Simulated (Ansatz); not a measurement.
## Compressing Hg

Computed with DFT PBEsol, scalar-relativistic, plane waves, PAW (Ansatz 0.2.0). Run with 420 eV cutoff, 15×15×8 k-mesh, Gaussian smearing of 0.10 eV, no spin polarisation.

Reference structure (relaxed):

```
Hg
1.0
     3.30104    0.00000    0.00000
    -1.65052    2.85879    0.00000
     0.00000    0.00000    5.03201
Hg
2
Direct
  0.66667 0.33333 0.75000
  0.33333 0.66667 0.25000
```

Cell and atoms are relaxed at each pressure within the symmetry of the start, at zero temperature, so transitions that lower the symmetry aren't seen. The k-mesh given is that at zero pressure and may differ at others. a, b and c are the lengths of the cell vectors above. The axial ratios are soft, so the single lengths don't run smoothly.

Spin–orbit coupling is left out, which can shift energies with elements as heavy as these.

```tsv
P (GPa)	V (Å³/atom)	V/V0	a (Å)	b (Å)	c (Å)
-1	24.60	1.036	3.343	3.343	5.084
0	23.74	1.000	3.301	3.301	5.032
1	23.03	0.970	3.265	3.265	4.990
4	21.59	0.909	3.144	3.144	5.046
12	19.70	0.830	3.026	3.026	4.970
25	18.00	0.758	2.888	2.888	4.984
50	16.21	0.683	2.797	2.797	4.785
90	14.63	0.616	2.718	2.718	4.573
```

Problem. What bulk modulus and pressure derivative fit these points?

Solution. A third-order Birch–Murnaghan fit gives B0 = 30 GPa and B0' = 8.6.

Problem. Which cell vector or vectors give way most up to 90 GPa?

Solution. a and b: the changes are a -17.7 %, b -17.7 %, c -9.1 %.

This form isn't the element's structure at ambient conditions.